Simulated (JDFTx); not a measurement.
Runs of JDFTx 1.7.0 (patched build) on Hf. It takes space group P6_3/mmc (No. 194, hexagonal). The conventional cell has a = 3.197 Å, b = 3.197 Å, c = 5.058 Å, α = 90.00°, β = 90.00°, γ = 120.00°. Around Hf (site symmetry -6m2) lie 12 Hf at 3.13 to 3.20 Å. 

```tsv
task	level	potentials or basis	cell	density cutoff over wavefunction cutoff	SCF threshold on the energy	further solve for the empty bands	local potential set to -Z/r beyond	pseudo rcut	gap on the mesh (eV)	pressure (GPa)	V0 of scaled cells (Å³/atom)	B0 (GPa)
equation of state	PBEsol	PseudoDojo-SR-PBEsol-0.4.1-standard	as given	8	1e-09 Ha	-	-	-	-	-	21.65	114
relaxation of cell and atoms	PBE+D3	PseudoDojo-SR-PBE-0.5-standard	relaxed	8	1e-09 Ha	no	-	-	none	0.0	-	-
single point	PBE	PseudoDojo-SR-PBE-0.5-standard	as given	4	1e-08 Ha	yes	-	-	none	(a)	-	-
single point	PBEsol	PseudoDojo-SR-PBEsol-0.4.1-standard with smoothed tails	as given	8	1e-09 Ha	yes	6 bohr	6	none	-3.6	-	-
equation of state	PBEsol	PseudoDojo-SR-PBEsol-0.4.1-standard with smoothed tails	as given	8	1e-09 Ha	-	6 bohr	6	-	-	21.65	114
```

Alike in all rows: no spin polarisation; k mesh 10 × 10 × 5; cutoff (eV) 789; smearing fermi-dirac 0.05 eV.

Question: Estimate the missing entries.

Answer: (a) 0.6.

Caveats: the cell was scaled at fixed shape and fractional positions, which overstates the stiffness of a crystal with free parameters, most of all of layers and chains (some runs); pairwise dispersion overbinds metals, which lowers pressure and volume (some runs).

A k mesh can miss the band edges, and the runs leave out spin-orbit coupling on Hf.

A gap of «none» marks a metal or a gap under the smearing width.

Not every run made on this cell is shown here.
